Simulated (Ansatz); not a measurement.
# Bi2Te3: how settings move the results

This session on Bi2Te3 sets out to sweep the occupation rule and width.

Program: Ansatz 0.2.0. Level of theory: DFT PBE, scalar-relativistic, plane waves, PAW. These are calculated values, not measurements.

3 further runs of the same task are left out: 2 for a known fault of the program, 1 that didn't finish.

**1. The starting structure**

It takes space group R3m (No. 160, trigonal). The conventional cell has a = 4.417 Å, b = 4.417 Å, c = 29.840 Å, α = 90.00°, β = 90.00°, γ = 120.00°. Bi (site symmetry 3m) has 3 Te at 3.03 Å and 3 Bi at 3.43 Å as nearest neighbours. Bi (site symmetry 3m) has 3 Te at 3.27 Å and 3 Bi at 3.43 Å as nearest neighbours. Around Te (site symmetry 3m) lie 6 Te at 3.04 to 3.45 Å. Te (site symmetry 3m) has 3 Bi at 3.03 Å and 3 Te at 3.45 Å as nearest neighbours. Te (site symmetry 3m) is surrounded by 3 Te at 3.04 Å and 3 Bi at 3.27 Å.

Coordinates:

```cif
data_structure
_symmetry_space_group_name_H-M 'P 1'
_symmetry_Int_Tables_number 1
_cell_length_a 10.2684
_cell_length_b 10.2684
_cell_length_c 10.2684
_cell_angle_alpha 24.840
_cell_angle_beta 24.840
_cell_angle_gamma 24.840
_cell_volume 168.06
loop_
_atom_site_label
_atom_site_type_symbol
_atom_site_fract_x
_atom_site_fract_y
_atom_site_fract_z
_atom_site_occupancy
Bi1 Bi 0.81200 0.81200 0.81200 1
Bi2 Bi 0.40200 0.40200 0.40200 1
Te1 Te 0.61100 0.61100 0.61100 1
Te2 Te 0.20000 0.20000 0.20000 1
Te3 Te 0.00000 0.00000 0.00000 1
```

Source of the structure: the Crystallography Open Database. It is taken as it stands there.

**2. The base input**

File input.yaml:

```yaml
crystal:
  lattice:
    - [2.2085012539, 1.2750787934, 9.94667]
    - [-2.2085012539, 1.2750787934, 9.94667]
    - [0.0, -2.5501575869, 9.94667]
  atoms:
    - { symbol: Bi, position: [0.812, 0.812, 0.812] }
    - { symbol: Bi, position: [0.402, 0.402, 0.402] }
    - { symbol: Te, position: [0.611, 0.611, 0.611] }
    - { symbol: Te, position: [0.2, 0.2, 0.2] }
    - { symbol: Te, position: [0.0, 0.0, 0.0] }
basis:
  ecutwfc: 420
kpoints:
  mp_grid: { grid: [12, 12, 12] }
hamiltonian:
  xc: pbe
scf:
  occupations: { method: gaussian, width: 0.1 }
output:
  forces: true
  stress: true
  eigenvalues: true
  populations: true
  write_density: true
  write_potential: true
  elf: true
  volumetric_format: npy
```

It was run beforehand and gave: -9146.5320 eV/atom at zero smearing, pressure 1.66 GPa, largest force 1.216 eV/Å, no gap on the mesh, in 8 SCF cycles and 62 s.

**3. Occupation rule and width: Gaussian 0.05 eV**

File input.yaml:

```yaml
crystal:
  lattice:
    - [2.2085012539, 1.2750787934, 9.94667]
    - [-2.2085012539, 1.2750787934, 9.94667]
    - [0.0, -2.5501575869, 9.94667]
  atoms:
    - { symbol: Bi, position: [0.812, 0.812, 0.812] }
    - { symbol: Bi, position: [0.402, 0.402, 0.402] }
    - { symbol: Te, position: [0.611, 0.611, 0.611] }
    - { symbol: Te, position: [0.2, 0.2, 0.2] }
    - { symbol: Te, position: [0.0, 0.0, 0.0] }
basis:
  ecutwfc: 420
kpoints:
  mp_grid: { grid: [12, 12, 12] }
hamiltonian:
  xc: pbe
scf:
  occupations: { method: gaussian, width: 0.05 }
output:
  forces: true
  stress: true
  eigenvalues: true
```

Run with:

```bash
ansatz run input.yaml --threads 1 --pin off --max-ram 2560MiB --backend cpu --events-out ev --progress --plain --runs-dir out
```

**4. Occupation rule and width set to Gaussian 0.5 eV**

Edit input.yaml of step 3 so:

```diff
@@ -18,3 +18,3 @@
 scf:
-  occupations: { method: gaussian, width: 0.05 }
+  occupations: { method: gaussian, width: 0.5 }
 output:
```

**5. Occupation rule and width set to Fermi–Dirac 0.05 eV**

Edit input.yaml of step 4 so:

```diff
@@ -18,3 +18,3 @@
 scf:
-  occupations: { method: gaussian, width: 0.5 }
+  occupations: { method: fermi_dirac, width: 0.05 }
 output:
```

**6. Occupation rule and width set to Fermi–Dirac 0.1 eV**

Edit input.yaml of step 5 so:

```diff
@@ -18,3 +18,3 @@
 scf:
-  occupations: { method: fermi_dirac, width: 0.05 }
+  occupations: { method: fermi_dirac, width: 0.1 }
 output:
```

**7. Occupation rule and width set to Fermi–Dirac 0.5 eV**

Edit input.yaml of step 6 so:

```diff
@@ -18,3 +18,3 @@
 scf:
-  occupations: { method: fermi_dirac, width: 0.1 }
+  occupations: { method: fermi_dirac, width: 0.5 }
 output:
```

**8. Occupation rule and width set to Methfessel–Paxton 0.02 eV**

Edit input.yaml of step 7 so:

```diff
@@ -18,3 +18,3 @@
 scf:
-  occupations: { method: fermi_dirac, width: 0.5 }
+  occupations: { method: methfessel_paxton, width: 0.02 }
 output:
```

**9. Occupation rule and width: Methfessel–Paxton 0.5 eV**

Edit input.yaml of step 8 so:

```diff
@@ -18,3 +18,3 @@
 scf:
-  occupations: { method: methfessel_paxton, width: 0.02 }
+  occupations: { method: methfessel_paxton, width: 0.5 }
 output:
```

**10. Occupation rule and width set to cold 0.01 eV**

Edit input.yaml of step 9 so:

```diff
@@ -18,3 +18,3 @@
 scf:
-  occupations: { method: methfessel_paxton, width: 0.5 }
+  occupations: { method: cold, width: 0.01 }
 output:
```

**11. Occupation rule and width set to cold 0.02 eV**

Edit input.yaml of step 10 so:

```diff
@@ -18,3 +18,3 @@
 scf:
-  occupations: { method: cold, width: 0.01 }
+  occupations: { method: cold, width: 0.02 }
 output:
```

**12. Occupation rule and width: cold 0.05 eV**

Edit input.yaml of step 11 so:

```diff
@@ -18,3 +18,3 @@
 scf:
-  occupations: { method: cold, width: 0.02 }
+  occupations: { method: cold, width: 0.05 }
 output:
```

**13. Occupation rule and width: cold 0.5 eV**

Edit input.yaml of step 12 so:

```diff
@@ -18,3 +18,3 @@
 scf:
-  occupations: { method: cold, width: 0.05 }
+  occupations: { method: cold, width: 0.5 }
 output:
```

**14. Occupation rule and width: tetrahedron**

Edit input.yaml of step 13 so:

```diff
@@ -18,3 +18,3 @@
 scf:
-  occupations: { method: cold, width: 0.5 }
+  occupations: { method: tetrahedron }
 output:
```

(Steps that only read results are left out.)

**Question.** What does this series show? Wanted: largest energy shift, occupation rule and width.

The runs gave:

```
                                       quantity                             value
largest energy shift, occupation rule and width  16.9 meV/atom at Fermi–Dirac 0.5
```

**Reading.** Smearing shifts the free energy by as much as 239 meV/atom (Fermi–Dirac 0.5); extrapolating to zero width leaves 16.9 at most. For the widths that shift F most, the extrapolation takes out most of the shift. In a metal, forces and stress under tetrahedra need not match the slope of their energy. The listed cell is far from this method's equilibrium (1.7 GPa, forces up to 1.22 eV/Å), so its values are not those of the relaxed crystal. The runs treat Bi, Te without spin-orbit coupling.
